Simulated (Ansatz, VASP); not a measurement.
Two plane-wave programs on Fe

```xyz
1
Lattice="2.3905 0.0000 0.0000 0.0000 2.3905 0.0000 0.0000 0.0000 2.3905" Properties=species:S:1:pos:R:3 pbc="T T T"
Fe    0.0000    0.0000    0.0000
```

Alike in both runs: task single point; functional BLYP; k mesh 15 × 15 × 15; occupations fermi-dirac, width 0.1 eV; no spin polarisation.

|  | VASP | Ansatz |
| --- | --- | --- |
| version | VASP 6.6.1 | Ansatz 0.2.0 |
| potentials or method | VASP PAW PBE potentials, release 64 (Fe) | plane waves (420 eV) with PAW, scalar-relativistic |
| plane-wave cutoff (eV) | 520 | 420 |
| valence electrons in the cell | 8 | 16 |

```tsv
	VASP	Ansatz	Ansatz less VASP
pressure (GPa)	-16.0	-15.9	+0.03
```

The functional is the same, so the differences come from potentials, cutoffs and numerics. The two sets of potentials don't hold the same shells in valence.

Caveats: so large a pressure means that the cell lies far from this level's equilibrium, or that cutoff or potentials fall short (VASP); the potentials were made for another functional, which shifts forces and pressure (VASP); the run has no spin polarisation, though such a crystal can be magnetic. Spin polarisation is off, so any magnetic state and its effect on volume and gap are missing.
